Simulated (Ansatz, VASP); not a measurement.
**BN (Qingsongite): VASP beside Ansatz**

Wanted: the spread between two codes on one cell, functional and k mesh. The cell is taken from a series of runs on this material, whose earlier steps may have relaxed, scaled, displaced or heated it; both programs get it as it stands.

Main program and level: Ansatz 0.2.0; plane waves, with VASP 6.6.1 beside it; G0W0 gap at LDA.

**1. Starting point**

The structure is cubic, space group F-43m (No. 216). The conventional cell has a = 3.615 Å, b = 3.615 Å, c = 3.615 Å, α = 90.00°, β = 90.00°, γ = 90.00°. Nearest to B lie 4 N at 1.57 Å. Nearest to N lie 4 B at 1.57 Å. Farther neighbours and most contacts between anions are not listed.

Coordinates:

```
B N
1.0
     0.00000    1.80750    1.80750
     1.80750    0.00000    1.80750
     1.80750    1.80750    0.00000
B N
1 1
Direct
  0.00000 0.00000 0.00000
  0.25000 0.25000 0.25000
```

**2. VASP: G0W0 gap, LDA**

Quasiparticle shifts depend on high empty states and on the cores, so they are the hardest test of two PAW sets.

Lines of VASP's logs that name or quote its potential files are left out, and so is its time.

The run reads the wave functions of an earlier VASP run, which isn't shown here.

INCAR reads:

```
SYSTEM = BN
PREC = Accurate
ENCUT = 450
ISMEAR = 0
SIGMA = 0.01
LREAL = .FALSE.
GGA = CA
NBANDS = 79
ALGO = EVGW0
NELMGW = 1
ENCUTGW = 200
NOMEGA = 64
PRECFOCK = Fast
NBANDSGW = 12
LWAVE = .FALSE.
LCHARG = .FALSE.
```

POSCAR reads:

```
BN
1.0
    0.0000000000      1.8075000000      1.8075000000
    1.8075000000      0.0000000000      1.8075000000
    1.8075000000      1.8075000000      0.0000000000
B N
1 1
Direct
    0.0000000000      0.0000000000      0.0000000000
    0.2500000000      0.2500000000      0.2500000000
```

KPOINTS reads:

```
Automatic mesh
0
Gamma
8 8 8
0 0 0
```

PAW data sets: B_GW and N_GW (LDA family, release 64).

The run is started by

```console
export OMP_NUM_THREADS=4
mpirun -np 1 vasp_std
```

Numbers of over 12 decimals in the logs are rounded to 6 here.

The log of the run:

```text
[banner, memory and clock lines left out]
running    1 mpi-ranks, on    1 nodes
 distrk:  each k-point on    1 cores,    1 groups
 distr:  one band on    1 cores,    1 groups
 Offloading initialized ...    1 GPUs detected
 POSCAR found type information on POSCAR B N
 POSCAR found :  2 types and       2 ions
|                                                                             |
|           W    W    AA    RRRRR   N    N  II  N    N   GGGG   !!!           |
|           W    W   A  A   R    R  NN   N  II  NN   N  G    G  !!!           |
|           W    W  A    A  R    R  N N  N  II  N N  N  G       !!!           |
|           W WW W  AAAAAA  RRRRR   N  N N  II  N  N N  G  GGG   !            |
|           WW  WW  A    A  R   R   N   NN  II  N   NN  G    G                |
|           W    W  A    A  R    R  N    N  II  N    N   GGGG   !!!           |
|                                                                             |
|     The default for ENCUTGWSOFT is different in this version of VASP.       |
|     please manually set ENCUTGWSOFT =200 in the INCAR file.                 |
|                                                                             |

 LDA part: xc-table for (Slater(with rela. corr.)+CA(PZ))
 , standard interpolation
 found WAVECAR, reading the header
 POSCAR, INCAR and KPOINTS ok, starting setup
 FFT: planning ... GRIDC
 FFT: planning ... GRID_SOFT
 FFT: planning ... GRID
 reading WAVECAR
 the WAVECAR file was read successfully
 initial charge from wavefunction
 available memory per node:   1577.82 GB, setting MAXMEM to   1615685

 The Fermi energy was updated, please check that it is located mid-gap
 values below the HOMO (VB) or above the LUMO (CB) will cause erroneous energies
 E-fermi :   9.6418

 calculate exact exchange contribution
 the WAVEDER file was read successfully
energies w=
    0.000    0.000    0.824    0.000    1.646    0.000    2.465    0.000
    3.278    0.000    4.085    0.000    4.882    0.000    5.672    0.000
    6.450    0.000    7.219    0.000    7.977    0.000    8.724    0.000
    9.461    0.000   10.188    0.000   10.907    0.000   11.616    0.000
   12.319    0.000   13.015    0.000   13.705    0.000   14.392    0.000
   15.077    0.000   15.760    0.000   16.444    0.000   17.129    0.000
   17.819    0.000   18.513    0.000   19.215    0.000   19.927    0.000
   20.650    0.000   21.387    0.000   22.141    0.000   22.914    0.000
   23.709    0.000   24.530    0.000   25.381    0.000   26.265    0.000
   27.188    0.000   28.155    0.000   29.172    0.000   30.246    0.000
   31.386    0.000   32.600    0.000   33.900    0.000   35.299    0.000
   36.814    0.000   38.462    0.000   40.267    0.000   42.256    0.000
   44.464    0.000   46.934    0.000   49.719    0.000   52.890    0.000
   56.538    0.000   60.781    0.000   65.785    0.000   71.777    0.000
   79.080    0.000   88.180    0.000   99.824    0.000  115.238    0.000
  136.582    0.000  168.035    0.000  218.902    0.000  314.918    0.000
 responsefunction array rank=      84
 LDA part: xc-table for (Slater(with rela. corr.)+CA(PZ))
 , standard interpolation

 min. memory requirement per mpi rank    681.5 MB, per node    681.5 MB

 allocating  64 responsefunctions rank=    84
 shmem allocating  64 responsefunctions rank=    84
 response function shared by NCSHMEM nodes    1
 Doing            64  frequencies on each core in blocks of            64
NQ=   1    0.0000    0.0000    0.0000,
|.........|.........|.........|.........|.........|.........|.........|.........
 performed        362000 updates of chi_q(r,r)
 total number of BLAS operations         12.24 Gflops
NQ=   2    0.1250    0.0000    0.0000,
|.........|.........|.........|.........|.........|.........|.........|.........
 performed        987000 updates of chi_q(r,r)
 total number of BLAS operations         35.39 Gflops
NQ=   3    0.2500    0.0000    0.0000,
|.........|.........|.........|.........|.........|.........|.........|.........
 performed       1612000 updates of chi_q(r,r)
 total number of BLAS operations         62.80 Gflops
NQ=   4    0.3750    0.0000    0.0000,
|.........|.........|.........|.........|.........|.........|.........|.........
 performed       2237000 updates of chi_q(r,r)
 total number of BLAS operations         90.21 Gflops
NQ=   5    0.5000    0.0000    0.0000,
|.........|.........|.........|.........|.........|.........|.........|.........
 performed       2756000 updates of chi_q(r,r)
 total number of BLAS operations        114.22 Gflops
NQ=   6    0.1250    0.1250    0.0000,
|.........|.........|.........|.........|.........|.........|.........|.........
 performed       3366000 updates of chi_q(r,r)
 total number of BLAS operations        134.23 Gflops
NQ=   7    0.2500    0.1250    0.0000,
|.........|.........|.........|.........|.........|.........|.........|.........
 performed       4378000 updates of chi_q(r,r)
 total number of BLAS operations        175.06 Gflops
NQ=   8    0.3750    0.1250    0.0000,
|.........|.........|.........|.........|.........|.........|.........|.........
 performed       5390000 updates of chi_q(r,r)
 total number of BLAS operations        224.34 Gflops
NQ=   9    0.5000    0.1250    0.0000,
|.........|.........|.........|.........|.........|.........|.........|.........
 performed       6402000 updates of chi_q(r,r)
 total number of BLAS operations        271.13 Gflops
NQ=  10   -0.3750    0.1250    0.0000,
|.........|.........|.........|.........|.........|.........|.........|.........
 performed       7414000 updates of chi_q(r,r)
 total number of BLAS operations        316.69 Gflops
NQ=  11   -0.2500    0.1250    0.0000,
|.........|.........|.........|.........|.........|.........|.........|.........
 performed       8426000 updates of chi_q(r,r)
 total number of BLAS operations        362.25 Gflops
NQ=  12   -0.1250    0.1250    0.0000,
|.........|.........|.........|.........|.........|.........|.........|.........
 performed       9256000 updates of chi_q(r,r)
 total number of BLAS operations        395.74 Gflops
NQ=  13    0.2500    0.2500    0.0000,
|.........|.........|.........|.........|.........|.........|.........|.........
 performed       9866000 updates of chi_q(r,r)
 total number of BLAS operations        423.96 Gflops
NQ=  14    0.3750    0.2500    0.0000,
|.........|.........|.........|.........|.........|.........|.........|.........
 performed      10878000 updates of chi_q(r,r)
 total number of BLAS operations        471.98 Gflops
NQ=  15    0.5000    0.2500    0.0000,
|.........|.........|.........|.........|.........|.........|.........|.........
 performed      11890000 updates of chi_q(r,r)
 total number of BLAS operations        520.01 Gflops
NQ=  16   -0.3750    0.2500    0.0000,
|.........|.........|.........|.........|.........|.........|.........|.........
 performed      12902000 updates of chi_q(r,r)
 total number of BLAS operations        570.56 Gflops
NQ=  17   -0.2500    0.2500    0.0000,
|.........|.........|.........|.........|.........|.........|.........|.........
 performed      13732000 updates of chi_q(r,r)
 total number of BLAS operations        607.93 Gflops
NQ=  18    0.3750    0.3750    0.0000,
|.........|.........|.........|.........|.........|.........|.........|.........
 performed      14342000 updates of chi_q(r,r)
 total number of BLAS operations        636.15 Gflops
NQ=  19    0.5000    0.3750    0.0000,
|.........|.........|.........|.........|.........|.........|.........|.........
 performed      15354000 updates of chi_q(r,r)
 total number of BLAS operations        684.17 Gflops
NQ=  20   -0.3750    0.3750    0.0000,
|.........|.........|.........|.........|.........|.........|.........|.........
 performed      16184000 updates of chi_q(r,r)
 total number of BLAS operations        723.56 Gflops
NQ=  21    0.5000    0.5000    0.0000,
|.........|.........|.........|.........|.........|.........|.........|.........
 performed      16652000 updates of chi_q(r,r)
 total number of BLAS operations        747.54 Gflops
NQ=  22    0.3750    0.2500    0.1250,
|.........|.........|.........|.........|.........|.........|.........|.........
 performed      17770000 updates of chi_q(r,r)
 total number of BLAS operations        799.24 Gflops
NQ=  23    0.5000    0.2500    0.1250,
|.........|.........|.........|.........|.........|.........|.........|.........
 performed      19047000 updates of chi_q(r,r)
 total number of BLAS operations        859.85 Gflops
NQ=  24   -0.3750    0.2500    0.1250,
|.........|.........|.........|.........|.........|.........|.........|.........
 performed      20097000 updates of chi_q(r,r)
 total number of BLAS operations        910.98 Gflops
NQ=  25    0.5000    0.3750    0.1250,
|.........|.........|.........|.........|.........|.........|.........|.........
 performed      21215000 updates of chi_q(r,r)
 total number of BLAS operations        965.43 Gflops
NQ=  26   -0.3750    0.3750    0.1250,
|.........|.........|.........|.........|.........|.........|.........|.........
 performed      22492000 updates of chi_q(r,r)
 total number of BLAS operations       1024.48 Gflops
NQ=  27   -0.2500    0.3750    0.1250,
|.........|.........|.........|.........|.........|.........|.........|.........
 performed      23542000 updates of chi_q(r,r)
 total number of BLAS operations       1075.61 Gflops
NQ=  28   -0.3750    0.5000    0.1250,
|.........|.........|.........|.........|.........|.........|.........|.........
 performed      24374000 updates of chi_q(r,r)
 total number of BLAS operations       1114.07 Gflops
NQ=  29   -0.2500    0.5000    0.2500,
|.........|.........|.........|.........|.........|.........|.........|.........
 performed      24976000 updates of chi_q(r,r)
 total number of BLAS operations       1148.11 Gflops
 resolving degeneracies of screened two electron integrals

 calculate QP shifts <psi_nk| G(iteration)W_0 |psi_nk>: iteration 1
 entering main loop
```

Parts of OUTCAR (step 2):

```text
ion  position               nearest neighbor table
   1  0.000  0.000  0.000-   2 1.57   2 1.57   2 1.57   2 1.57
   2  0.250  0.250  0.250-   1 1.57   1 1.57   1 1.57   1 1.57

  LATTYP: Found a face centered cubic cell.
 ALAT       =     3.6150000000

 Subroutine GETGRP returns: Found 24 space group operations
 (whereof 24 operations were pure point group operations)

The static configuration has the point symmetry T_d .

 Found     29 irreducible k-points:

   k-points           NKPTS =     29   k-points in BZ     NKDIM =    512   number of bands    NBANDS=     79

   dimension x,y,z NGX =    18 NGY =   18 NGZ =   18
   dimension x,y,z NGXF=    36 NGYF=   36 NGZF=   36

   ENCUT  =  450.0 eV  33.07 Ry    5.75 a.u.   4.42  4.42  4.42*2*pi/ulx,y,z

   NELECT =       8.0000    total number of electrons

  energy-cutoff  :      450.00
  volume of cell :       11.81
      direct lattice vectors                 reciprocal lattice vectors
     0.000000000  1.807500000  1.807500000    -0.276625173  0.276625173  0.276625173
     1.807500000  0.000000000  1.807500000     0.276625173 -0.276625173  0.276625173
     1.807500000  1.807500000  0.000000000     0.276625173  0.276625173 -0.276625173

 k-points in reciprocal lattice and weights: Automatic mesh
   0.00000000  0.00000000  0.00000000       0.002
   0.12500000  0.00000000  0.00000000       0.016
   0.25000000  0.00000000  0.00000000       0.016
   0.37500000  0.00000000  0.00000000       0.016
   0.50000000  0.00000000  0.00000000       0.008
   0.12500000  0.12500000  0.00000000       0.012
   0.25000000  0.12500000  0.00000000       0.047
   0.37500000  0.12500000  0.00000000       0.047
   0.50000000  0.12500000  0.00000000       0.047
[...]
-0.37500000  0.50000000  0.12500000       0.023
  -0.25000000  0.50000000  0.25000000       0.012

 E-fermi :   9.6418

 QP shifts <psi_nk| G(iteration)W_0 |psi_nk>: iteration 1
 for sc-GW calculations column KS-energies equals QP-energies in previous step
 and V_xc(KS)=  KS-energies - (<T + V_ion + V_H > + <T+V_H+V_ion>^1  + <V_x>^1)
 k-point   1 :       0.0000    0.0000    0.0000
  band No.  KS-energies  QP-energies   sigma(KS)   V_xc(KS)     V^pw_x(r,r')   Z            occupation Imag(sigma)
      1     -12.6004     -14.6040     -18.0117     -15.4307     -26.3586       0.7763       2.0000       1.3946
      2       7.4682       6.6810     -19.3824     -18.4254     -21.7903       0.8225       2.0000       0.0590
      3       7.4682       6.6810     -19.3824     -18.4254     -21.7903       0.8225       2.0000       0.0590
      4       7.4682       6.6810     -19.3824     -18.4254     -21.7903       0.8225       2.0000       0.0590
      5      16.1562      17.7000     -12.2976     -14.1504      -7.0543       0.8333       0.0000      -0.0769
      6      16.1562      17.7000     -12.2976     -14.1504      -7.0543       0.8333       0.0000      -0.0769
      7      16.1562      17.7000     -12.2976     -14.1504      -7.0543       0.8333       0.0000      -0.0769
      8      17.9056      18.9908     -14.1757     -15.5096      -8.3900       0.8136       0.0000      -0.0962
    ...

 k-point   2 :       0.1250    0.0000    0.0000
  band No.  KS-energies  QP-energies   sigma(KS)   V_xc(KS)     V^pw_x(r,r')   Z            occupation Imag(sigma)
      1     -12.2208     -14.1876     -18.0366     -15.4915     -26.3071       0.7728       2.0000       1.3390
      2       5.6043       4.6166     -18.7054     -17.4976     -21.4457       0.8177       2.0000       0.0654
      3       7.0831       6.2675     -19.1811     -18.1884     -21.6443       0.8215       2.0000       0.0603
      4       7.0831       6.2675     -19.1811     -18.1884     -21.6443       0.8215       2.0000       0.0603
      5      16.5701      17.9639     -12.8170     -14.4973      -7.5152       0.8295       0.0000      -0.0798
      6      16.7268      18.3092     -12.4906     -14.3970      -7.1270       0.8301       0.0000      -0.0801
      7      16.7268      18.3092     -12.4906     -14.3970      -7.1270       0.8301       0.0000      -0.0801
      8      19.0255      20.3615     -14.3367     -15.9914      -8.3653       0.8074       0.0000      -0.1029
    ...

 k-point   3 :       0.2500    0.0000    0.0000
  band No.  KS-energies  QP-energies   sigma(KS)   V_xc(KS)     V^pw_x(r,r')   Z            occupation Imag(sigma)
      1     -11.1148     -12.9989     -18.1457     -15.6966     -26.1931       0.7693       2.0000       1.1783
      2       2.0160       0.7065     -18.0019     -16.3638     -21.6456       0.7994       2.0000       0.0939
      3       6.3336       5.4499     -18.9194     -17.8420     -21.5391       0.8203       2.0000       0.0632
      4       6.3336       5.4499     -18.9194     -17.8420     -21.5391       0.8203       2.0000       0.0632
      5      17.1016      18.3205     -13.1973     -14.6715      -7.7718       0.8269       0.0000      -0.0846
      6      17.6739      19.3007     -12.6355     -14.6046      -7.0624       0.8261       0.0000      -0.0865
      7      17.6739      19.3007     -12.6355     -14.6046      -7.0624       0.8261       0.0000      -0.0865
      8      20.9502      22.5611     -14.3220     -16.3459      -7.8965       0.7959       0.0000      -0.1262
    ...

 k-point   4 :       0.3750    0.0000    0.0000
  band No.  KS-energies  QP-energies   sigma(KS)   V_xc(KS)     V^pw_x(r,r')   Z            occupation Imag(sigma)
      1      -9.4698     -11.2519     -18.4909     -16.1433     -26.2081       0.7591       2.0000       0.9436
      2      -1.4478      -2.9290     -17.3449     -15.4343     -21.9327       0.7752       2.0000       0.1568
      3       5.7370       4.7967     -18.7978     -17.6479     -21.5684       0.8177       2.0000       0.0655
      4       5.7370       4.7967     -18.7978     -17.6479     -21.5684       0.8177       2.0000       0.0655
      5      17.5212      18.6206     -13.4113     -14.7442      -7.9062       0.8248       0.0000      -0.0877
      6      18.0355      19.6278     -12.4936     -14.4203      -6.8878       0.8264       0.0000      -0.0883
      7      18.0355      19.6278     -12.4936     -14.4203      -6.8878       0.8264       0.0000      -0.0883
      8      22.1291      23.8082     -13.7450     -15.8734      -7.0203       0.7889       0.0000      -0.1503
    ...

[... 4 further parts left out ...]
```

[end of part 1 of 2]

[Lines on the potential files, build, host, timing and source positions are cut from VASP's logs without a mark.]

[Logs are printed without paths, hosts, clocks, repeated set-up lines and the standing remarks that a program may print on its own settings, such as how far it seeks lower states.]

[Hosts, paths, dates, database ids (printed as entryN), source tags and the programs' standing remarks are cut or masked in the printed files.]
